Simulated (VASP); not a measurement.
# CdSe (Cadmoselite) (P6_3mc) in VASP: settings compared

The runs below take CdSe (Cadmoselite) through phonons, dielectric tensor, with LDA, PBEsol.

Program: VASP 6.6.1. These are calculated values, not measurements. Logs are shortened: lines on timing, memory, paths and dates and some standing lists are left out, and cuts for length are marked.

**Measured values to compare with.**

From a printed reference work, data compilation, for a bulk crystal of CdSe at 2 K: band gap 1.841 eV.

The results are compared with them further down.

**1. The structure**

Symmetry: P6_3mc, No. 186, hexagonal system. The conventional cell has a = 4.258 Å, b = 4.258 Å, c = 6.960 Å, α = 90.00°, β = 90.00°, γ = 120.00°. Cd (site symmetry 3m) is surrounded by 4 Se at 2.61 Å. Around Se (site symmetry 3m) lie 4 Cd at 2.61 Å.

**2. Phonons, LDA**

File POSCAR:

```
CdSe
1.0
    4.2580782629     -0.0000000000      0.0000000000
   -2.1290391315      3.6876039470      0.0000000000
    0.0000000000     -0.0000000000      6.9598146318
  Cd              Se
     2     2
Direct
     0.3333333332999970    0.6666666667000030    0.0048795689573059
     0.6666666667000030    0.3333333332999970    0.5048795689573059
     0.3333333332999970    0.6666666667000030    0.3801204310426922
     0.6666666667000030    0.3333333332999970    0.8801204310426921
```

File INCAR.step1:

```
  PREC = Accurate
  ENCUT = 600
  EDIFF = 1E-8
  ISMEAR = 0
  SIGMA = 0.03
  LREAL = False
  LASPH = True
  NELM = 80
  ALGO = Normal
  ISIF = 3
  LWAVE = False
  LCHARG = False
  KPAR = 2
  IBRION = 2
  NSW = 40
  EDIFFG = -0.002
```

File INCAR.step2:

```
  PREC = Accurate
  ENCUT = 600
  EDIFF = 1E-8
  ISMEAR = 0
  SIGMA = 0.03
  LREAL = False
  LASPH = True
  NELM = 80
  ALGO = Normal
  ISIF = 2
  LWAVE = False
  LCHARG = False
  KPAR = 2
  IBRION = 6
  NFREE = 2
  POTIM = 0.015
  NSW = 1
```

File KPOINTS:

```
regular mesh
0
Gamma
  9 9 4
```

Potentials or basis: VASP PAW LDA potentials, release 64 (Cd, Se).

Launch:

```console
> cat potpaw_LDA.64/Cd/POTCAR potpaw_LDA.64/Se/POTCAR > POTCAR
> cp INCAR.step1 INCAR
> mpirun -np 2 vasp_std > vasp.out
> cp CONTCAR POSCAR
> cp INCAR.step2 INCAR
> mpirun -np 2 vasp_std > vasp.out
```

OUTCAR:

```text
PREC = Accurate
   ENCUT = 600
   EDIFF = 1E-8
   ISMEAR = 0
   LREAL = False
   LASPH = True
   NELM = 80
   ISIF = 2
   IBRION = 6
   NFREE = 2
   POTIM = 0.015
   NSW = 1

 ion  position               nearest neighbor table
   1  0.333  0.667  0.005-   4 2.61   4 2.61   4 2.61   3 2.61
   2  0.667  0.333  0.505-   3 2.61   3 2.61   3 2.61   4 2.61
   3  0.333  0.667  0.380-   2 2.61   2 2.61   2 2.61   1 2.61
   4  0.667  0.333  0.880-   1 2.61   1 2.61   1 2.61   2 2.61

  LATTYP: Found a hexagonal cell.
 ALAT       =     4.2580782629
 C/A-ratio  =     1.6344966443

  Lattice vectors:

 A1 = (   4.2580782629,   0.0000000000,   0.0000000000)
 A2 = (  -2.1290391315,   3.6876039470,   0.0000000000)
 A3 = (   0.0000000000,   0.0000000000,   6.9598146318)

Analysis of symmetry for initial positions (statically):
=====================================================================
 Subroutine PRICEL returns:
 Original cell was already a primitive cell.

 Routine SETGRP: Setting up the symmetry group for a
 hexagonal supercell.

 Subroutine GETGRP returns: Found 12 space group operations
 (whereof  6 operations were pure point group operations)
 out of a pool of 24 trial point group operations.

The static configuration has the point symmetry C_3v.
 The point group associated with its full space group is C_6v.

Analysis of symmetry for dynamics (positions and initial velocities):
=====================================================================
 Subroutine PRICEL returns:
 Original cell was already a primitive cell.

 Routine SETGRP: Setting up the symmetry group for a
 hexagonal supercell.

 Subroutine GETGRP returns: Found 12 space group operations
 (whereof  6 operations were pure point group operations)
 out of a pool of 24 trial point group operations.

The dynamic configuration has the point symmetry C_3v.
 The point group associated with its full space group is C_6v.

 Subroutine INISYM returns: Found 12 space group operations
 (whereof  6 operations are pure point group operations),
 and found     1 'primitive' translations

----------------------------------------------------------------------------------------

                                     Primitive cell

  volume of cell :     109.2837

  direct lattice vectors                    reciprocal lattice vectors
     4.258078263  0.000000000  0.000000000     0.234847727  0.135589398  0.000000000
    -2.129039131  3.687603947  0.000000000     0.000000000  0.271178796  0.000000000
     0.000000000  0.000000000  6.959814632     0.000000000  0.000000000  0.143681988

  length of vectors
     4.258078263  4.258078263  6.959814632     0.271178796  0.271178796  0.143681988

  position of ions in fractional coordinates (direct lattice)
     0.333333333  0.666666667  0.004879569
     0.666666667  0.333333333  0.504879569
     0.333333333  0.666666667  0.380120431
     0.666666667  0.333333333  0.880120431

  ion indices of the primitive-cell ions
   primitive index   ion index
                 1           1
                 2           2
                 3           3
                 4           4

----------------------------------------------------------------------------------------

 KPOINTS: regular mesh

Automatic generation of k-mesh.
 Grid dimensions read from file:
 generate k-points for:    9    9    4
[... 65 lines left out ...]
   LREAL  =      F    real-space projection
   EDIFFG = 0.1E-06   stopping-criterion for IOM
   NSW    =     85    number of steps for IOM
   IBRION =      6    ionic relax: 0-MD 1-quasi-New 2-CG
   NFREE  =      2    steps in history (QN), initial steepest desc. (CG)
   ISIF   =      2    stress and relaxation
   ISYM   =      2    0-nonsym 1-usesym 2-fastsym
   POTIM  = 0.0150    time-step for ionic-motion
   TEBEG  =    0.0;   TEEND  =   0.0 temperature during run
   PSTRESS=    0.0 pullay stress
   NELECT =      36.0000    total number of electrons
   NUPDOWN=      -1.0000    fix difference up-down
   EMIN   =  10.00;   EMAX   =-10.00  energy-range for DOS
   EFERMI =   0.00;   METHOD = LEGACY
   ISMEAR =     0;   SIGMA  =   0.03  broadening in eV -4-tet -1-fermi 0-gaus
   EFERMI_NEDOS =   21; number of points for ismear=-14 and -15
   IALGO  =     38    algorithm
   IMIX   =      4    mixing-type and parameters
     AMIX     =   0.40;   BMIX     =  1.00
     AMIX_MAG =   1.60;   BMIX_MAG =  1.00
  volume/ion in A,a.u.               =      27.32       184.37
  Fermi-wavevector in a.u.,A,eV,Ry     =   1.130639  2.136597 17.392921  1.278344
  Thomas-Fermi vector in A             =   2.267336
   LORBIT       =      0    0 simple, 1 ext, 2 COOP (PROOUT), +10 PAW based schemes
   GGA     = CA    functional components
   LHFCALC =     F    Hartree Fock is set to
   AEXX    =    0.0000 exact exchange contribution
   IVDW    =     0    specifies the selected vdW correction
   LEPSILON=     F    determine dielectric tensor
   LRPA    =     F    only Hartree local field effects (RPA)
 finite differences with symmetry
 non-spin polarized calculation
 Gauss-broadening in eV      SIGMA  =   0.03
  energy-cutoff  :      600.00
  volume of cell :      109.28
 maximum number of plane-waves:      3682
 NGX is ok and might be reduce to    36
   NGX = 17   NGY = 17   NGZ = 27

--------------------------------------- Ionic step        1  -------------------------------------------

 number of electron      35.9999991 magnetization

 Free energy of the ion-electron system (eV)
  ---------------------------------------------------
  ext. energy  EPLUGINS =         0.00000000
  ---------------------------------------------------
  free energy    TOTEN  =       -13.51906585 eV

  energy without entropy =      -13.51906585  energy(sigma->0) =      -13.51906585

------------------------ aborting loop because EDIFF is reached ----------------------------------------

  FORCE on cell =-STRESS in cart. coord.  units (eV):
  Direction    XX          YY          ZZ          XY          YZ          ZX
  --------------------------------------------------------------------------------------
  -------------------------------------------------------------------------------------
  Total       -0.0028038     -0.0028038      0.0025661      0.0000000      0.0000000      0.0000000
  in kB       -0.0411056     -0.0411056      0.0376204      0.0000000      0.0000000      0.0000000
  external PRESSURE =      -0.0148636 kB  Pullay stress =       0.0000000 kB
[... 291 lines left out ...]
--------------------------------------- Ionic step        9  -------------------------------------------

 number of electron      35.9999991 magnetization

 Free energy of the ion-electron system (eV)
  ---------------------------------------------------
  ext. energy  EPLUGINS =         0.00000000
  ---------------------------------------------------
  free energy    TOTEN  =       -13.51818469 eV

  energy without entropy =      -13.51818469  energy(sigma->0) =      -13.51818469

 E-fermi :   1.1848     XC(G=0):  -9.4141

 val. band max:        1.0635308036   @ k =   0.0000   0.0000   0.0000
 cond. band min:       1.5380955002   @ k =   0.0000   0.0000   0.0000
 fundamental gap:      0.4745646966
 Fermi energy:         1.1847971607

 k-point     1 :       0.0000    0.0000    0.0000
  band No.  band energies     occupation
      1     -11.7642      2.00000
      2     -11.3515      2.00000
      3      -7.0010      2.00000
      4      -6.9832      2.00000
      5      -6.9832      2.00000
      6      -6.9061      2.00000
[... 589 lines left out ...]
     21       5.4963      0.00000
     22       7.4396      0.00000

 [... further k-points ...]

------------------------ aborting loop because EDIFF is reached ----------------------------------------

  FORCE on cell =-STRESS in cart. coord.  units (eV):
  Direction    XX          YY          ZZ          XY          YZ          ZX
  --------------------------------------------------------------------------------------
  -------------------------------------------------------------------------------------
  Total       -0.0633059     -0.0633059      0.1271709      0.0000000     -0.0000000      0.0000000
  in kB       -0.9281095     -0.9281095      1.8644154      0.0000000     -0.0000000      0.0000000
  external PRESSURE =       0.0027321 kB  Pullay stress =       0.0000000 kB
[... 19 lines left out ...]
  FREE ENERGIE OF THE ION-ELECTRON SYSTEM (eV)
  ---------------------------------------------------
  free  energy   TOTEN  =       -13.5181846905 eV

  energy  without entropy=      -13.5181846905  energy(sigma->0) =      -13.51818469

 INTERNAL STRAIN TENSORS FROM DISPLACED ATOMS
 ============================================

 INTERNAL STRAIN TENSOR FOR ION    1 for displacements in x,y,z  (eV/Angst):
          X           Y           Z          XY          YZ          ZX
  --------------------------------------------------------------------------------
  x     0.00000    -0.00000    -0.00000    -5.73792     0.00000    -4.21302
  y    -5.73792     5.73792     0.00000    -0.00000    -4.21302     0.00000
  z    -4.14970    -4.14970     7.92883     0.00000     0.00000     0.00000

 INTERNAL STRAIN TENSOR FOR ION    4 for displacements in x,y,z  (eV/Angst):
          X           Y           Z          XY          YZ          ZX
  --------------------------------------------------------------------------------
  x    -0.00000     0.00000     0.00000     6.99723    -0.00000     4.20641
  y     6.99723    -6.99723    -0.00000     0.00000     4.20641    -0.00000
  z     4.14462     4.14462    -7.91722    -0.00000     0.00000    -0.00000

 Eigenvectors and eigenvalues of the dynamical matrix
 ----------------------------------------------------

   1 f  =    5.763461 THz    36.212893 2PiTHz  192.248363 cm-1    23.835748 meV
             X         Y         Z           dx          dy          dz
     -0.000000  2.458403  0.033961    -0.000000   -0.000000    0.275324
      2.129039  1.229201  3.513868     0.000000    0.000000   -0.275324
     -0.000000  2.458403  2.645568    -0.000000   -0.000000   -0.651304
      2.129039  1.229201  6.125475     0.000000    0.000000    0.651304
[... 71 lines left out ...]
  12 f/i=    0.005002 THz     0.031428 2PiTHz    0.166848 cm-1     0.020687 meV
             X         Y         Z           dx          dy          dz
     -0.000000  2.458403  0.033961    -0.000000    0.000000    0.542375
      2.129039  1.229201  3.513868    -0.000000    0.000000    0.542375
     -0.000000  2.458403  2.645568    -0.000000    0.000000    0.453684
      2.129039  1.229201  6.125475    -0.000000    0.000000    0.453684

 ELASTIC MODULI CONTR FROM IONIC RELAXATION (kBar)
 Direction    XX          YY          ZZ          XY          YZ          ZX
 --------------------------------------------------------------------------------
 XX        -327.6101    132.8026    186.0868      0.0000      0.0000     -0.0000
 YY         132.8026   -327.6101    186.0868      0.0000      0.0000      0.0000
 ZZ         186.0868    186.0868   -355.5129     -0.0000     -0.0000     -0.0000
 XY           0.0000      0.0000     -0.0000   -230.2063     -0.0000      0.0000
 YZ          -0.0000      0.0000     -0.0000     -0.0000    -95.8858      0.0000
 ZX          -0.0000      0.0000     -0.0000      0.0000      0.0000    -95.8859
 --------------------------------------------------------------------------------
```

Wall time 11 min (2 MPI ranks of Intel Xeon Platinum 8559C (Emerald Rapids), shared host); peak memory 0.75 GiB.

What came out:

```yaml
Highest_phonon_frequency_at_Γ_LO-TO_splitting_left_out: 192 cm⁻¹
```

Phonon frequencies in cm⁻¹ (negative: imaginary):
```csv
q point,frequencies
"(0.000, 0.000, 0.000)",0 0 0 33 33 125 174 178 178 181 181 192
```

**3. Dielectric tensor, LDA**

File INCAR:

```
  PREC = Accurate
  ENCUT = 600
  EDIFF = 1E-8
  ISMEAR = 0
  SIGMA = 0.03
  LREAL = False
  LASPH = True
  NELM = 80
  ALGO = Normal
  ISIF = 2
  LWAVE = False
  LCHARG = False
  LEPSILON = True
  KPAR = 2
```

File KPOINTS:

```
regular mesh
0
Gamma
  12 12 6
```

File POSCAR:

```
CdSe                                    
1.0
    4.2580782629      0.0000000000      0.0000000000
   -2.1290391315      3.6876039470      0.0000000000
    0.0000000000      0.0000000000      6.9598146318
  Cd              Se            
     2     2
Direct
     0.3333333332999970    0.6666666667000030    0.0048795689573069
     0.6666666667000030    0.3333333332999970    0.5048795689573069
     0.3333333332999970    0.6666666667000030    0.3801204310426911
     0.6666666667000030    0.3333333332999970    0.8801204310426911
```

Potentials or basis: VASP PAW LDA potentials, release 64 (Cd, Se).

Launch:

```console
> cat potpaw_LDA.64/Cd/POTCAR potpaw_LDA.64/Se/POTCAR > POTCAR
> mpirun -np 2 vasp_std > vasp.out
```

OUTCAR:

```text
PREC = Accurate
   ENCUT = 600
   EDIFF = 1E-8
   ISMEAR = 0
   LREAL = False
   LASPH = True
   NELM = 80
   ISIF = 2
   LEPSILON = True

 ion  position               nearest neighbor table
   1  0.333  0.667  0.005-   4 2.61   4 2.61   4 2.61   3 2.61
   2  0.667  0.333  0.505-   3 2.61   3 2.61   3 2.61   4 2.61
   3  0.333  0.667  0.380-   2 2.61   2 2.61   2 2.61   1 2.61
   4  0.667  0.333  0.880-   1 2.61   1 2.61   1 2.61   2 2.61

  LATTYP: Found a hexagonal cell.
 ALAT       =     4.2580782629
 C/A-ratio  =     1.6344966443

  Lattice vectors:

 A1 = (   4.2580782629,   0.0000000000,   0.0000000000)
 A2 = (  -2.1290391315,   3.6876039470,   0.0000000000)
 A3 = (   0.0000000000,   0.0000000000,   6.9598146318)

Analysis of symmetry for initial positions (statically):
[... 863 lines left out ...]
          -0.000000    10.011488     0.000000
           0.000000    -0.000000     9.613794
 ------------------------------------------------------

 PIEZOELECTRIC TENSOR (including local field effects)  for field in x, y, z        (e  Angst)
          XX          YY          ZZ          XY          YZ          ZX
  --------------------------------------------------------------------------------
  x    -0.00000     0.00000     0.00000     0.00000    -0.00000     2.52773
  y    -0.00000     0.00000    -0.00000    -0.00000     2.52773    -0.00000
  z     2.39417     2.39417    -5.00165    -0.00000    -0.00000     0.00000

 PIEZOELECTRIC TENSOR (including local field effects)  for field in x, y, z        (C/m^2)
          XX          YY          ZZ          XY          YZ          ZX
  --------------------------------------------------------------------------------
  x    -0.00000     0.00000     0.00000     0.00000    -0.00000     0.37058
  y    -0.00000     0.00000    -0.00000    -0.00000     0.37058    -0.00000
  z     0.35100     0.35100    -0.73328    -0.00000    -0.00000     0.00000

 BORN EFFECTIVE CHARGES (including local field effects) (in |e|, cummulative output)
 ---------------------------------------------------------------------------------
 ion    1
    1     2.14027    -0.00000     0.00000
    2    -0.00000     2.14027     0.00000
    3     0.00000     0.00000     2.26826
 ion    2
    1     2.14027    -0.00000     0.00000
    2    -0.00000     2.14027    -0.00000
    3    -0.00000    -0.00000     2.26826
 ion    3
    1    -2.14027     0.00000    -0.00000
    2     0.00000    -2.14027     0.00000
    3     0.00000    -0.00000    -2.26826
 ion    4
    1    -2.14027     0.00000     0.00000
    2     0.00000    -2.14027     0.00000
    3     0.00000     0.00000    -2.26826
```

OSZICAR:

```text
N       E                     dE             d eps       ncg     rms          rms(c)
DAV:   1     0.267800155606E+03    0.26780E+03   -0.18637E+04  3344   0.166E+03
DAV:   2     0.144440705811E+01   -0.26636E+03   -0.26033E+03  3650   0.376E+02
DAV:   3    -0.140992481679E+02   -0.15544E+02   -0.15468E+02  4058   0.888E+01
DAV:   4    -0.142619722928E+02   -0.16272E+00   -0.16263E+00  3638   0.871E+00
[... 11 lines left out ...]
RMM:   8    -0.271738817639E+01   -0.12911E-03   -0.69954E-06  5662   0.490E-03    0.143E-03
RMM:   9    -0.271741306475E+01   -0.24888E-04   -0.58489E-06  5096   0.260E-03    0.667E-04
RMM:  10    -0.271742615043E+01   -0.13086E-04    0.31269E-06  5593   0.868E-04    0.164E-04
RMM:  11    -0.271742489976E+01    0.12507E-05   -0.45619E-06  4843   0.294E-04    0.444E-05
RMM:  12    -0.271742511218E+01   -0.21242E-06   -0.16033E-06  3462   0.137E-04    0.218E-05
RMM:  13    -0.271742463222E+01    0.47996E-06   -0.30485E-07  1888   0.875E-05    0.713E-06
```

stdout:

```text
POSCAR found type information on POSCAR CdSe
 POSCAR found :  2 types and       4 ions
 scaLAPACK will be used
 LDA part: xc-table for (Slater(with rela. corr.)+CA(PZ))
 , standard interpolation
 POSCAR, INCAR and KPOINTS ok, starting setup
 FFT: planning ... GRIDC
 FFT: planning ... GRID_SOFT
 FFT: planning ... GRID
 WAVECAR not read
 entering main loop
 Linear response reoptimize wavefunctions to high precision
 Linear response G [H, r] |phi>, progress :
  Direction:   1
 Linear response G [H, r] |phi>, progress :
  Direction:   2
 Linear response G [H, r] |phi>, progress :
  Direction:   3
 Linear response to external field (no local field effect), progress :
  Direction:   1
 dielectric tensor                  component  1 :     9.311    -2.812    -0.748
 Linear response to external field (no local field effect), progress :
  Direction:   2
 dielectric tensor                  component  2 :    -2.812    11.744    -0.730
 Linear response to external field (no local field effect), progress :
  Direction:   3
 dielectric tensor                  component  3 :    -0.749    -0.729    10.105
 Linear response to external field, progress :
  Direction:   1
 dielectric tensor                  component  1 :    10.011    -0.560     0.000
 Linear response to external field, progress :
  Direction:   2
 dielectric tensor                  component  2 :    -1.157    10.011     0.000
 Linear response to external field, progress :
  Direction:   3
 dielectric tensor                  component  3 :    -0.740    -0.720     9.614
 Born effective charges drift removed
```

Wall time 17 min (2 MPI ranks of Intel Xeon Platinum 8559C (Emerald Rapids), shared host); peak memory 1.5 GiB.

Results:

- Band gap on the k mesh: 0.48 eV, direct
- Electronic dielectric tensor (diagonal): 10.01, 10.01, 9.61
- Born charges (mean of the diagonal): Cd +2.18; Se -2.18 e

Electronic dielectric tensor:
```
10.01  0.00  0.00
 0.00 10.01  0.00
 0.00  0.00  9.61
```

Born effective charge tensors (e):
atom 1, Cd
```
2.14 0.00 0.00
0.00 2.14 0.00
0.00 0.00 2.27
```
atom 2, Cd
```
2.14 0.00 0.00
0.00 2.14 0.00
0.00 0.00 2.27
```
atom 3, Se
```
-2.14  0.00  0.00
 0.00 -2.14  0.00
 0.00  0.00 -2.27
```
atom 4, Se
```
-2.14  0.00  0.00
 0.00 -2.14  0.00
 0.00  0.00 -2.27
```

Caveat: the gap is small at this level, which inflates the dielectric constant.

[end of part 1 of 2]
